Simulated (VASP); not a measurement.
Here is a VASP 6.6.1 calculation.

Contents of INCAR:

```
PREC = Accurate
ENCUT = 700
EDIFF = 1E-7
ISMEAR = 1
SIGMA = 0.1
LREAL = F
LASPH = T
NELM = 80
ALGO = Normal
ISIF = 2
LWAVE = F
LCHARG = T
GGA = PE
LVHAR = T
```

File KPOINTS:

```
regular mesh
0
Gamma
  18 18 18
```

The input POSCAR:

```
Nb                                      
1.0
   -1.6544475452      1.6544475452      1.6544475452
    1.6544475452     -1.6544475452      1.6544475452
    1.6544475452      1.6544475452     -1.6544475452
  Nb            
     1
Direct
     0.0000000000000000    0.0000000000000000    0.0000000000000000
```

Potentials or basis: VASP PAW PBE potentials, release 64 (Nb_sv).

The run is started by

```sh
$ cat potpaw_PBE.64/Nb_sv/POTCAR > POTCAR
$ mpirun -np 1 vasp_std > vasp.out
```

Task: What does it give for the band gap on the k mesh?

Result: None (metal or under the smearing width).

Task: Estimate the pressure.

Result: 0.0 GPa.
